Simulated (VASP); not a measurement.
# ScAlN2 (I4_1/amd) in VASP: further runs

The runs below take ScAlN2 through single point, with PBE.

Everything below comes from runs of VASP 6.6.1. Logs are shortened: lines on timing, memory, paths and dates and some standing lists are left out, and cuts for length are marked.

## 1. The crystal as given

The structure is tetragonal, space group I4_1/amd (No. 141). Conventional cell: a = 4.399 Å, b = 4.399 Å, c = 8.397 Å, α = 90.00°, β = 90.00°, γ = 90.00°. Sc (site symmetry -4m2) has 6 N at 2.20 Å as nearest neighbours. Al (site symmetry -4m2) is surrounded by 6 N at 1.99 to 2.20 Å. N (site symmetry 2mm) is surrounded by 3 Al at 1.99 to 2.20 Å and 3 Sc at 2.20 Å.

The cell comes from a database or a generator and needn't be the stable form of this composition.

## 2. Single point, PBE

Contents of INCAR:

```
SYSTEM = ScAlN2
PREC = Accurate ; ENCUT = 280
EDIFF = 1E-7 ; ISMEAR = 0
SIGMA = 0.05 ; LREAL = .False.
LASPH = .True. ; NELM = 100
ALGO = Normal ; ISIF = 2
LWAVE = .False. ; LCHARG = .False.
GGA = PE ; NBANDS = 34
ADDGRID = .False.
```

Contents of KPOINTS:

```
regular mesh
0
Gamma
  6 6 6
  0 0 0
```

Contents of POSCAR:

```
ScAlN2
1.0
   -2.1994840000      2.1994840000      4.1986215000
    2.1994840000     -2.1994840000      4.1986215000
    2.1994840000      2.1994840000     -4.1986215000
Sc Al N
2 2 4
Direct
    0.0000000000      0.0000000000      0.0000000000
    0.7500000000      0.2500000000      0.5000000000
    0.5000000000      0.5000000000      0.0000000000
    0.2500000000      0.7500000000      0.5000000000
    0.7375140000      0.7375140000      0.0000000000
    0.0124860000      0.5124860000      0.5000000000
    0.2624860000      0.2624860000      0.0000000000
    0.4875140000      0.9875140000      0.5000000000
```

Potentials or basis: VASP PAW PBE potentials, release 64 (Sc_sv, Al, N).

Run with:

```console
$ cat potpaw_PBE.64/Sc_sv/POTCAR potpaw_PBE.64/Al/POTCAR potpaw_PBE.64/N/POTCAR > POTCAR
$ mpirun -np 1 vasp_std > vasp.out
```

OUTCAR:

```text
SYSTEM = ScAlN2
   PREC = Accurate
   ENCUT = 280
   EDIFF = 1E-7
   ISMEAR = 0
   LREAL = .False.
   LASPH = .True.
   NELM = 100
   ISIF = 2
   GGA = PE

 Found     30 irreducible k-points:

 Following reciprocal coordinates:
            Coordinates               Weight
  0.000000  0.000000  0.000000      1.000000
  0.166667  0.000000 -0.000000      8.000000
  0.333333  0.000000  0.000000      8.000000
  0.500000 -0.000000  0.000000      4.000000
  0.166667  0.166667  0.000000      8.000000
  0.333333  0.166667 -0.000000     16.000000
   k-points           NKPTS =     30   k-points in BZ     NKDIM =     30   number of bands    NBANDS=     34
   number of dos      NEDOS =    301   number of ions     NIONS =      8
   total plane-waves  NPLWV =  27000
   dimension x,y,z NGX =    30 NGY =   30 NGZ =   30
   dimension x,y,z NGXF=    60 NGYF=   60 NGZF=   60
   ions per type =               2   2   4
   NGX,Y,Z   is equivalent  to a cutoff of   9.54,  9.54,  9.54 a.u.
   NGXF,Y,Z  is equivalent  to a cutoff of  19.09, 19.09, 19.09 a.u.
 SYSTEM =  ScAlN2
   PREC   = accura    normal or accurate (medium, high low for compatibility)
   ISTART =      0    job   : 0-new  1-cont  2-samecut
   ICHARG =      2    charge: 1-file 2-atom 10-const
   ISPIN  =      1    spin polarized calculation?
   LNONCOLLINEAR =      F non collinear calculations
   LSORBIT =      F    spin-orbit coupling
   LASPH  =      T    aspherical Exc in radial PAW
   ENCUT  =  280.0 eV  20.58 Ry    4.54 a.u.   7.13  7.13  7.13*2*pi/ulx,y,z
   NELM   =    100;   NELMIN=  2; NELMDL= -5     # of ELM steps
   EDIFF  = 0.1E-06   stopping-criterion for ELM
   LREAL  =      F    real-space projection
   EDIFFG = 0.1E-05   stopping-criterion for IOM
   NSW    =      0    number of steps for IOM
   IBRION =     -1    ionic relax: 0-MD 1-quasi-New 2-CG
   NFREE  =      0    steps in history (QN), initial steepest desc. (CG)
   ISIF   =      2    stress and relaxation
   ISYM   =      2    0-nonsym 1-usesym 2-fastsym
   POTIM  = 0.5000    time-step for ionic-motion
   TEBEG  =    0.0;   TEEND  =   0.0 temperature during run
   PSTRESS=    0.0 pullay stress
   NELECT =      48.0000    total number of electrons
   NUPDOWN=      -1.0000    fix difference up-down
   EMIN   =  10.00;   EMAX   =-10.00  energy-range for DOS
   EFERMI =   0.00;   METHOD = LEGACY
   ISMEAR =     0;   SIGMA  =   0.05  broadening in eV -4-tet -1-fermi 0-gaus
   EFERMI_NEDOS =   21; number of points for ismear=-14 and -15
   IALGO  =     38    algorithm
   IMIX   =      4    mixing-type and parameters
     AMIX     =   0.40;   BMIX     =  1.00
     AMIX_MAG =   1.60;   BMIX_MAG =  1.00
  volume/ion in A,a.u.               =      10.16        68.54
  Fermi-wavevector in a.u.,A,eV,Ry     =   1.373681  2.595880 25.674176  1.886999
  Thomas-Fermi vector in A             =   2.499176
   LORBIT       =      0    0 simple, 1 ext, 2 COOP (PROOUT), +10 PAW based schemes
   GGA     = PE    functional components
   LHFCALC =     F    Hartree Fock is set to
   AEXX    =    0.0000 exact exchange contribution
   IVDW    =     0    specifies the selected vdW correction
   LEPSILON=     F    determine dielectric tensor
   LRPA    =     F    only Hartree local field effects (RPA)
 non-spin polarized calculation
 Gauss-broadening in eV      SIGMA  =   0.05
  energy-cutoff  :      280.00
  volume of cell :       81.25
 maximum number of plane-waves:       882
 NGX is ok and might be reduce to    30
   NGX = 15   NGY = 15   NGZ = 15

 number of electron      47.9999977 magnetization

 Free energy of the ion-electron system (eV)
  ---------------------------------------------------
  ext. energy  EPLUGINS =         0.00000000
  ---------------------------------------------------
  free energy    TOTEN  =       -64.70430926 eV

  energy without entropy =      -64.70430926  energy(sigma->0) =      -64.70430926

 E-fermi :   7.5862     XC(G=0): -11.9379

 val. band max:        7.3078909381   @ k =   0.0000   0.0000   0.0000
 cond. band min:       8.2600731109   @ k =   0.5000   0.5000   0.5000
 fundamental gap:      0.9521821728
 Fermi energy:         7.5862282595

 k-point     1 :       0.0000    0.0000    0.0000
  band No.  band energies     occupation
      1     -40.8435      2.00000
      2     -40.7365      2.00000
      3     -19.7653      2.00000
      4     -19.6104      2.00000
      5     -19.6104      2.00000
      6     -19.4522      2.00000
      7     -19.4522      2.00000
      8     -19.3973      2.00000
      9      -8.4124      2.00000
     10      -6.0397      2.00000
     11      -5.9162      2.00000
     12      -5.8163      2.00000
     13       2.5310      2.00000
     14       2.6780      2.00000
     15       2.6780      2.00000
     16       3.2065      2.00000
     17       3.2828      2.00000
     18       3.2828      2.00000
     19       4.0846      2.00000
     20       6.1184      2.00000
     21       6.1184      2.00000
     22       6.9065      2.00000
     23       7.3079      2.00000
     24       7.3079      2.00000
     25       8.3545      0.00000
     26      10.1560      0.00000
     27      10.1560      0.00000
     28      10.9619      0.00000
     29      11.1393      0.00000
     30      11.4472      0.00000
     31      12.0093      0.00000
     32      12.1260      0.00000
     33      12.1260      0.00000
     34      12.4470      0.00000

 k-point     2 :       0.1667    0.0000   -0.0000
  band No.  band energies     occupation
      1     -40.8380      2.00000
      2     -40.7416      2.00000
      3     -19.7678      2.00000
      4     -19.6411      2.00000
      5     -19.6176      2.00000
      6     -19.4541      2.00000
      7     -19.4436      2.00000
      8     -19.3867      2.00000
      9      -8.2033      2.00000
     10      -6.1660      2.00000
     11      -5.9114      2.00000
     12      -5.7238      2.00000
     13       2.0103      2.00000
     14       2.5213      2.00000
     15       2.5697      2.00000
     16       2.7571      2.00000
     17       3.5290      2.00000
     18       4.1731      2.00000
     19       4.6908      2.00000
     20       5.6471      2.00000
     21       5.8239      2.00000
     22       6.1762      2.00000
     23       6.8358      2.00000
     24       7.1159      2.00000
     25       9.0523      0.00000
     26      10.0227      0.00000
     27      10.2527      0.00000
     28      11.3755      0.00000
     29      11.4940      0.00000
     30      11.8675      0.00000
     31      12.0577      0.00000
     32      12.1590      0.00000
     33      12.3748      0.00000
     34      13.1682      0.00000

 k-point     3 :       0.3333    0.0000    0.0000
  band No.  band energies     occupation
      1     -40.8248      2.00000
      2     -40.7541      2.00000
      3     -19.7752      2.00000
      4     -19.6973      2.00000
      5     -19.6303      2.00000
      6     -19.4486      2.00000
      7     -19.4286      2.00000
      8     -19.3769      2.00000
      9      -7.6494      2.00000
     10      -6.3266      2.00000
     11      -6.2116      2.00000
     12      -5.4805      2.00000
     13       1.7508      2.00000
     14       2.2963      2.00000
     15       2.3832      2.00000
     16       2.6035      2.00000
     17       3.8875      2.00000
     18       4.2838      2.00000
     19       4.6651      2.00000
     20       5.0166      2.00000
     21       5.5620      2.00000
     22       5.5785      2.00000
     23       6.5001      2.00000
     24       6.5728      2.00000
     25       9.7338      0.00000
     26      10.4130      0.00000
     27      10.6136      0.00000
     28      11.7934      0.00000
     29      12.0160      0.00000
     30      12.1706      0.00000
     31      12.2226      0.00000
     32      12.8142      0.00000
     33      13.1588      0.00000
     34      13.5464      0.00000

 k-point     4 :       0.5000   -0.0000    0.0000
  band No.  band energies     occupation
      1     -40.8160      2.00000
      2     -40.7626      2.00000
      3     -19.7787      2.00000
      4     -19.7253      2.00000
      5     -19.6358      2.00000
      6     -19.4396      2.00000
      7     -19.4216      2.00000
      8     -19.3775      2.00000
      9      -6.9956      2.00000
     10      -6.8545      2.00000
     11      -6.2926      2.00000
     12      -5.3629      2.00000
     13       1.7888      2.00000
     14       2.2085      2.00000
     15       2.5151      2.00000
     16       2.7725      2.00000
     17       3.1951      2.00000
     18       4.0512      2.00000
     19       4.4489      2.00000
     20       4.7970      2.00000
     21       5.7066      2.00000
     22       6.0022      2.00000
     23       6.2104      2.00000
     24       6.3250      2.00000
     25       9.6411      0.00000
     26      11.1949      0.00000
     27      11.2821      0.00000
     28      11.8048      0.00000
     29      11.9129      0.00000
     30      12.1647      0.00000
     31      12.2705      0.00000
     32      13.3372      0.00000
     33      13.7432      0.00000
     34      14.1907      0.00000

 k-point     5 :       0.1667    0.1667    0.0000
  band No.  band energies     occupation
      1     -40.8298      2.00000
      2     -40.7496      2.00000
      3     -19.7610      2.00000
      4     -19.6812      2.00000
      5     -19.6241      2.00000
      6     -19.4643      2.00000
      7     -19.4183      2.00000
      8     -19.3869      2.00000
      9      -7.9194      2.00000
     10      -6.3158      2.00000
     11      -5.9267      2.00000
     12      -5.6881      2.00000
     13       1.4889      2.00000
     14       2.1746      2.00000
     15       2.5349      2.00000
     16       3.4527      2.00000
     17       3.5898      2.00000
     18       4.7891      2.00000
     19       4.9682      2.00000
     20       5.2145      2.00000
     21       5.2297      2.00000
     22       5.7147      2.00000
     23       6.5964      2.00000
     24       6.6254      2.00000
     25       9.6000      0.00000
     26       9.9010      0.00000
     27      10.1016      0.00000
     28      11.3720      0.00000
     29      12.0056      0.00000
     30      12.1493      0.00000
     31      12.4279      0.00000
     32      12.5602      0.00000
     33      13.0554      0.00000
     34      13.2120      0.00000

 k-point     6 :       0.3333    0.1667   -0.0000
  band No.  band energies     occupation
      1     -40.8160      2.00000
      2     -40.7626      2.00000
      3     -19.7693      2.00000
      4     -19.7321      2.00000
      5     -19.6278      2.00000
      6     -19.4786      2.00000
      7     -19.3950      2.00000
      8     -19.3764      2.00000
      9      -7.3271      2.00000
     10      -6.4257      2.00000
     11      -6.1819      2.00000
     12      -5.5618      2.00000
     13       1.1367      2.00000
     14       1.9369      2.00000
     15       2.6138      2.00000
     16       3.3989      2.00000
     17       3.6278      2.00000
     18       4.2264      2.00000
     19       4.7915      2.00000
     20       4.9914      2.00000
     21       5.3627      2.00000
     22       5.7160      2.00000
     23       6.0121      2.00000
     24       6.3925      2.00000
     25       9.7671      0.00000
     26      10.4136      0.00000
     27      10.7057      0.00000
     28      11.6888      0.00000
     29      12.1265      0.00000
     30      12.2378      0.00000
     31      12.9645      0.00000
     32      13.5106      0.00000
     33      13.7286      0.00000
     34      13.7846      0.00000

 [... further k-points ...]

------------------------ aborting loop because EDIFF is reached ----------------------------------------

  FORCE on cell =-STRESS in cart. coord.  units (eV):
  Direction    XX          YY          ZZ          XY          YZ          ZX
  --------------------------------------------------------------------------------------
  -------------------------------------------------------------------------------------
  Total      -14.0240465    -14.0240465    -14.1156758      0.0000000      0.0000000      0.0000000
  in kB     -276.5512295   -276.5512295   -278.3581399      0.0000000      0.0000000      0.0000000
  external PRESSURE =    -277.1535330 kB  Pullay stress =       0.0000000 kB

 VOLUME and BASIS-vectors are now :
 -----------------------------------------------------------------------------
  energy-cutoff  :      280.00
  volume of cell :       81.25
      direct lattice vectors                 reciprocal lattice vectors
    -2.199484000  2.199484000  4.198621500     0.000000000  0.227326046  0.119086705
     2.199484000 -2.199484000  4.198621500     0.227326046  0.000000000  0.119086705
     2.199484000  2.199484000 -4.198621500     0.227326046  0.227326046  0.000000000

 POSITION                                       TOTAL-FORCE (eV/Angst)
 -----------------------------------------------------------------------------------
      0.00000      0.00000      0.00000        -0.000000     -0.000000     -0.000000
      0.00000      2.19948      2.09931        -0.000000     -0.000000     -0.000000
      0.00000      0.00000      4.19862        -0.000000     -0.000000     -0.000000
      2.19948      0.00000      2.09931        -0.000000     -0.000000     -0.000000
      0.00000      0.00000      6.19308        -0.000000      0.000000      0.008887
      2.19948      0.00000      0.10485         0.000000     -0.000000     -0.008887
      0.00000      0.00000      2.20416        -0.000000      0.000000     -0.008887
      2.19948      0.00000      4.09377         0.000000     -0.000000      0.008887
 -----------------------------------------------------------------------------------
    total drift:                                0.000000     -0.000000     -0.000000

  FREE ENERGIE OF THE ION-ELECTRON SYSTEM (eV)
  ---------------------------------------------------
  free  energy   TOTEN  =       -64.7043092606 eV

  energy  without entropy=      -64.7043092606  energy(sigma->0) =      -64.70430926
```

Wall time 28 s (1 thread of Intel Xeon 6975P-C (Granite Rapids), shared host); peak memory 0.17 GiB.

The run converged, but a check on its numbers failed (symmetry, net force, bounds or a known fault of this set-up), so they aren't taken as properties of the crystal.

Caveat: the cutoff lies under the usual one of these potentials, so the numbers hold a large basis-set error.

## 3. Single point, PBE

Changes to INCAR since step 2:

```diff
@@ -1,3 +1,3 @@
 SYSTEM = ScAlN2
-PREC = Accurate ; ENCUT = 280
+PREC = Accurate ; ENCUT = 460
 EDIFF = 1E-7 ; ISMEAR = 0
```

Contents of KPOINTS:

```
regular mesh
0
Gamma
  5 5 5
  0 0 0
```

POSCAR is that of step 2.

Potentials or basis: VASP PAW PBE potentials, release 64 (Sc_sv, Al, N).

Run with:

```console
$ cat potpaw_PBE.64/Sc_sv/POTCAR potpaw_PBE.64/Al/POTCAR potpaw_PBE.64/N/POTCAR > POTCAR
$ mpirun -np 1 vasp_std > vasp.out
```

Wall time 32 s (1 thread of Intel Xeon 6975P-C (Granite Rapids), shared host); peak memory 0.25 GiB.

The run converged, but some of its settings lie outside the range that counts as converged, so its numbers aren't taken as properties of the crystal.

What came out:

| Quantity | Value |
| --- | --- |
| Free energy | -64.8598 eV |
| Pressure | -0.6 GPa |
| Band gap on the k mesh | 1.05 eV, direct |

Caveat: the cutoff is under 1.25 times the usual one of these potentials, so pressure, stress and relaxed cells hold a basis-set (Pulay) error; an odd mesh through Γ misses points on the zone boundary, where band edges often lie.

[end of part 1 of 2]
